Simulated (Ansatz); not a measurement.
Runs of Ansatz 0.2.0 on SnSe. It takes space group Fm-3m (No. 225, cubic). Conventional cell: a = 6.020 Å, b = 6.020 Å, c = 6.020 Å, α = 90.00°, β = 90.00°, γ = 90.00°. Sn (site symmetry m-3m) has 6 Se at 3.01 Å as nearest neighbours. Se (site symmetry m-3m) has 6 Sn at 3.01 Å as nearest neighbours. Measurements of this composition are mostly on another form, of space group No. 62.

```csv
task,level,potentials or basis,cell,k mesh,cutoff (eV),smearing,basis error allowed,mesh quality,gap on the mesh (eV),pressure (GPa)
elastic constants,LDA,"all-electron LAPW, scalar-relativistic",as given,6 × 6 × 6,207,fermi-dirac 0.05 eV,0.001 eV/atom,not flagged,0.61,-3.7
single point,PBE,"all-electron LAPW, scalar-relativistic",as given,8 × 8 × 8,190,gaussian 0.022 eV,0.001 eV/atom,not flagged,0.58,0.9
relaxation of cell and atoms,RPBE,"all-electron LAPW, scalar-relativistic",relaxed,8 × 8 × 8,-,fermi-dirac 0.05 eV,0.001 eV/atom,not flagged,-,0.0
Born charges,LDA,all-electron PAW datasets made for the crystal,as given,8 × 8 × 8,270,fixed,-,not flagged,0.61,-
band structure,BLYP,"all-electron LAPW, scalar-relativistic",as given,8 × 8 × 8,190,fermi-dirac 0.05 eV,0.001 eV/atom,not flagged,(a),4.8
single point,PBE,"all-electron LAPW, scalar-relativistic",as given,3 × 3 × 3,173,fermi-dirac 0.03 eV,0.002 eV/atom,coarse,-,-0.6
single point,PBE,"all-electron LAPW, scalar-relativistic",as given,8 × 8 × 8,190,gaussian 0.015 eV,0.001 eV/atom,not flagged,0.58,0.9
```

Alike in all rows: no spin polarisation.

Estimate the missing entries.

(a) 0.38.

Caveats: some runs use coarse meshes; spin-orbit coupling is left out, which moves the levels of the heavy elements (some runs); the cell is more than 3 GPa from zero pressure, which shifts response properties (some runs); the program warned that the printed levels may be off, so bands, gaps and densities of states are rough (some runs); the mesh misses the band edges, which the band path finds closer together (some runs).

A k mesh can miss the band edges, and the runs leave out spin-orbit coupling on Se, Sn.

The runs don't all hold the same shells in valence.
